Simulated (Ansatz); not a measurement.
A relaxation computed with Ansatz, from input to last step.

```yaml
crystal:
  lattice:
    - [3.7034606659, 0.0, 0.0]
    - [0.0, 3.7034606659, 0.0]
    - [0.0, 0.0, 9.9510649369]
  atoms:
    - { symbol: Ti, position: [0.0, 0.0, 0.0] }
    - { symbol: Ti, position: [0.0, 0.5, 0.25] }
    - { symbol: Ti, position: [0.5, 0.5, 0.5] }
    - { symbol: Ti, position: [0.5, 0.0, 0.75] }
    - { symbol: O, position: [0.0, 0.5, 0.4529448684] }
    - { symbol: O, position: [0.0, 0.0, 0.2029448684] }
    - { symbol: O, position: [0.0, 0.5, 0.0470551316] }
    - { symbol: O, position: [0.5, 0.5, 0.2970551316] }
    - { symbol: O, position: [0.5, 0.0, 0.9529448684] }
    - { symbol: O, position: [0.5, 0.5, 0.7029448684] }
    - { symbol: O, position: [0.5, 0.0, 0.5470551316] }
    - { symbol: O, position: [0.0, 0.0, 0.7970551316] }
basis:
  ecutwfc: 420
kpoints:
  mp_grid: { grid: [6, 6, 4] }
hamiltonian:
  xc: pbe
  hubbard: { sites: [{ species: Ti, l: d, u_eff: 4.0 }] }
scf:
  occupations: { method: gaussian, width: 0.02 }
output:
  forces: true
  stress: true
  eigenvalues: true
relax:
  adjacent_minimum: "off"
  f_tol: 0.008
  max_steps: 40
  cell: { stress_tol: 0.015, fix: [a, b, gamma] }
```

```bash
ansatz run input.yaml --threads 1 --pin off --max-ram 2560MiB --backend cpu --events-out ev --progress --plain --runs-dir out
```

These are results of Ansatz, DFT PBE+U, scalar-relativistic, plane waves, PAW, not measurements.

Of 8 frames 7 are shown, positions in Å and forces in eV/Å; the SCF threshold varies from step to step. Steps run on the plane waves of an earlier cell, with a Pulay correction in the pressure. The basis is chosen afresh for the last frame, the zero of the energies, and at times for earlier ones too; energy and pressure step there, also at an unchanged geometry.

```xyz
12
Lattice="3.7035 0.0000 0.0000 0.0000 3.7035 0.0000 0.0000 0.0000 9.9511" Properties=species:S:1:pos:R:3:forces:R:3 pbc="T T T" step=1 free_energy_over_end_meV_per_atom=4.93 pressure_GPa=10.49
Ti    0.0000    0.0000    0.0000    0.0000    0.0000    0.0000
Ti    0.0000    1.8517    2.4878    0.0000    0.0000    0.0000
Ti    1.8517    1.8517    4.9755    0.0000    0.0000    0.0000
Ti    1.8517    0.0000    7.4633    0.0000    0.0000    0.0000
O     0.0000    1.8517    4.5073    0.0000    0.0000   -0.0129
O     0.0000    0.0000    2.0195    0.0000    0.0000   -0.0129
O     0.0000    1.8517    0.4682    0.0000    0.0000    0.0129
O     1.8517    1.8517    2.9560    0.0000    0.0000    0.0129
O     1.8517    0.0000    9.4828    0.0000    0.0000   -0.0129
O     1.8517    1.8517    6.9950    0.0000    0.0000   -0.0129
O     1.8517    0.0000    5.4438    0.0000    0.0000    0.0129
O     0.0000    0.0000    7.9315    0.0000    0.0000    0.0129
12
Lattice="3.7035 0.0000 0.0000 0.0000 3.7035 0.0000 0.0000 0.0000 10.0719" Properties=species:S:1:pos:R:3:forces:R:3 pbc="T T T" step=2 free_energy_over_end_meV_per_atom=1.95 pressure_GPa=8.07
Ti    0.0000    0.0000    0.0000    0.0000    0.0000    0.0000
Ti    0.0000    1.8517    2.5180    0.0000    0.0000    0.0000
Ti    1.8517    1.8517    5.0360    0.0000    0.0000    0.0000
Ti    1.8517    0.0000    7.5540    0.0000    0.0000    0.0000
O     0.0000    1.8517    4.5487    0.0000    0.0000    0.0046
O     0.0000    0.0000    2.0307    0.0000    0.0000    0.0046
O     0.0000    1.8517    0.4873    0.0000    0.0000   -0.0046
O     1.8517    1.8517    3.0052    0.0000    0.0000   -0.0046
O     1.8517    0.0000    9.5847    0.0000    0.0000    0.0046
O     1.8517    1.8517    7.0667    0.0000    0.0000    0.0046
O     1.8517    0.0000    5.5232    0.0000    0.0000   -0.0046
O     0.0000    0.0000    8.0412    0.0000    0.0000   -0.0046
12
Lattice="3.7035 0.0000 0.0000 0.0000 3.7035 0.0000 0.0000 0.0000 10.1831" Properties=species:S:1:pos:R:3:forces:R:3 pbc="T T T" step=3 free_energy_over_end_meV_per_atom=1.42 pressure_GPa=5.88
Ti    0.0000    0.0000    0.0000    0.0000    0.0000    0.0000
Ti    0.0000    1.8517    2.5458    0.0000    0.0000    0.0000
Ti    1.8517    1.8517    5.0915    0.0000    0.0000    0.0000
Ti    1.8517    0.0000    7.6373    0.0000    0.0000    0.0000
O     0.0000    1.8517    4.5880    0.0000    0.0000    0.0126
O     0.0000    0.0000    2.0422    0.0000    0.0000    0.0126
O     0.0000    1.8517    0.5036    0.0000    0.0000   -0.0126
O     1.8517    1.8517    3.0494    0.0000    0.0000   -0.0126
O     1.8517    0.0000    9.6795    0.0000    0.0000    0.0126
O     1.8517    1.8517    7.1337    0.0000    0.0000    0.0126
O     1.8517    0.0000    5.5951    0.0000    0.0000   -0.0126
O     0.0000    0.0000    8.1409    0.0000    0.0000   -0.0126
12
Lattice="3.7035 0.0000 0.0000 0.0000 3.7035 0.0000 0.0000 0.0000 10.1838" Properties=species:S:1:pos:R:3:forces:R:3 pbc="T T T" step=4 free_energy_over_end_meV_per_atom=1.42 pressure_GPa=5.84
Ti    0.0000    0.0000    0.0000    0.0000    0.0000    0.0000
Ti    0.0000    1.8517    2.5459    0.0000    0.0000    0.0000
Ti    1.8517    1.8517    5.0919    0.0000    0.0000    0.0000
Ti    1.8517    0.0000    7.6378    0.0000    0.0000    0.0000
O     0.0000    1.8517    4.5891    0.0000    0.0000   -0.0001
O     0.0000    0.0000    2.0431    0.0000    0.0000   -0.0001
O     0.0000    1.8517    0.5028    0.0000    0.0000    0.0001
O     1.8517    1.8517    3.0488    0.0000    0.0000    0.0001
O     1.8517    0.0000    9.6809    0.0000    0.0000   -0.0001
O     1.8517    1.8517    7.1350    0.0000    0.0000   -0.0001
O     1.8517    0.0000    5.5947    0.0000    0.0000    0.0001
O     0.0000    0.0000    8.1407    0.0000    0.0000    0.0001
12
Lattice="3.7035 0.0000 0.0000 0.0000 3.7035 0.0000 0.0000 0.0000 10.1838" Properties=species:S:1:pos:R:3:forces:R:3 pbc="T T T" step=5 free_energy_over_end_meV_per_atom=0.00 pressure_GPa=6.05
Ti    0.0000    0.0000    0.0000    0.0000    0.0000    0.0000
Ti    0.0000    1.8517    2.5459    0.0000    0.0000    0.0000
Ti    1.8517    1.8517    5.0919    0.0000    0.0000    0.0000
Ti    1.8517    0.0000    7.6378    0.0000    0.0000    0.0000
O     0.0000    1.8517    4.5891    0.0000    0.0000    0.0004
O     0.0000    0.0000    2.0431    0.0000    0.0000    0.0004
O     0.0000    1.8517    0.5028    0.0000    0.0000   -0.0004
O     1.8517    1.8517    3.0488    0.0000    0.0000   -0.0004
O     1.8517    0.0000    9.6809    0.0000    0.0000    0.0004
O     1.8517    1.8517    7.1350    0.0000    0.0000    0.0004
O     1.8517    0.0000    5.5947    0.0000    0.0000   -0.0004
O     0.0000    0.0000    8.1407    0.0000    0.0000   -0.0004
12
Lattice="3.7035 0.0000 0.0000 0.0000 3.7035 0.0000 0.0000 0.0000 10.2003" Properties=species:S:1:pos:R:3:forces:R:3 pbc="T T T" step=6 free_energy_over_end_meV_per_atom=0.06 pressure_GPa=5.74
Ti    0.0000    0.0000    0.0000    0.0000    0.0000    0.0000
Ti    0.0000    1.8517    2.5501    0.0000    0.0000    0.0000
Ti    1.8517    1.8517    5.1001    0.0000    0.0000    0.0000
Ti    1.8517    0.0000    7.6502    0.0000    0.0000    0.0000
O     0.0000    1.8517    4.5950    0.0000    0.0000    0.0001
O     0.0000    0.0000    2.0450    0.0000    0.0000    0.0001
O     0.0000    1.8517    0.5051    0.0000    0.0000   -0.0001
O     1.8517    1.8517    3.0552    0.0000    0.0000   -0.0001
O     1.8517    0.0000    9.6952    0.0000    0.0000    0.0001
O     1.8517    1.8517    7.1451    0.0000    0.0000    0.0001
O     1.8517    0.0000    5.6053    0.0000    0.0000   -0.0001
O     0.0000    0.0000    8.1553    0.0000    0.0000   -0.0001
12
Lattice="3.7035 0.0000 0.0000 0.0000 3.7035 0.0000 0.0000 0.0000 10.2011" Properties=species:S:1:pos:R:3:forces:R:3 pbc="T T T" step=8 free_energy_over_end_meV_per_atom=0.00 pressure_GPa=5.73
Ti    0.0000    0.0000    0.0000    0.0000    0.0000    0.0000
Ti    0.0000    1.8517    2.5503    0.0000    0.0000    0.0000
Ti    1.8517    1.8517    5.1006    0.0000    0.0000    0.0000
Ti    1.8517    0.0000    7.6509    0.0000    0.0000    0.0000
O     0.0000    1.8517    4.5954    0.0000    0.0000   -0.0003
O     0.0000    0.0000    2.0451    0.0000    0.0000   -0.0003
O     0.0000    1.8517    0.5052    0.0000    0.0000    0.0003
O     1.8517    1.8517    3.0555    0.0000    0.0000    0.0003
O     1.8517    0.0000    9.6959    0.0000    0.0000   -0.0003
O     1.8517    1.8517    7.1457    0.0000    0.0000   -0.0003
O     1.8517    0.0000    5.6058    0.0000    0.0000    0.0003
O     0.0000    0.0000    8.1561    0.0000    0.0000    0.0003
```

Time: 4.4 min on 1 thread of Intel(R) Xeon(R) Platinum 8259CL CPU @ 2.50GHz (Skylake/Cascade Lake), with other jobs on the host, peak memory 0.72 GiB.